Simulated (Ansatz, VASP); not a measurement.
# One calculation of MgS, two programs

```
S Mg
1.0
     0.00000    2.87040    2.87040
     2.87040    0.00000    2.87040
     2.87040    2.87040    0.00000
S Mg
1 1
Cartesian
  1.4352 1.4352 1.4352
  0.0000 0.0000 0.0000
```

The cell comes from a database or a generator and needn't be the stable form of this composition.

Alike in both runs: task single point; functional PBE0; k mesh 4 × 4 × 4; occupations fermi-dirac, width 0.05 eV; no spin polarisation.

|  | VASP | Ansatz |
| --- | --- | --- |
| version | VASP 6.6.1 | Ansatz 0.2.0 |
| potentials or method | VASP PAW PBE potentials, release 64 (S, Mg) | Ansatz PAW |
| plane-wave cutoff (eV) | 520 | 420 |
| valence electrons in the cell | 8 | 16 |

```csv
,VASP,Ansatz,Ansatz less VASP
gap on the k mesh at the Fermi level (eV),5.02,5.01,-0.015
least direct gap on the mesh (eV),5.02,5.01,-0.015
pressure (GPa),-2.5,-2.2,+0.24
```

The two sets of potentials don't hold the same shells in valence.

Caveats: the k mesh is coarse (spacing up to 0.47 Å⁻¹), so the values aren't converged, least of all with exact exchange; the PAW data sets were made with another functional, which shifts forces and pressure a little (VASP); the PAW data sets come from PBE, with cores solved anew for the run's functional, which leaves a small shift of forces and pressure (Ansatz); the thresholds are loose for stress (Ansatz).
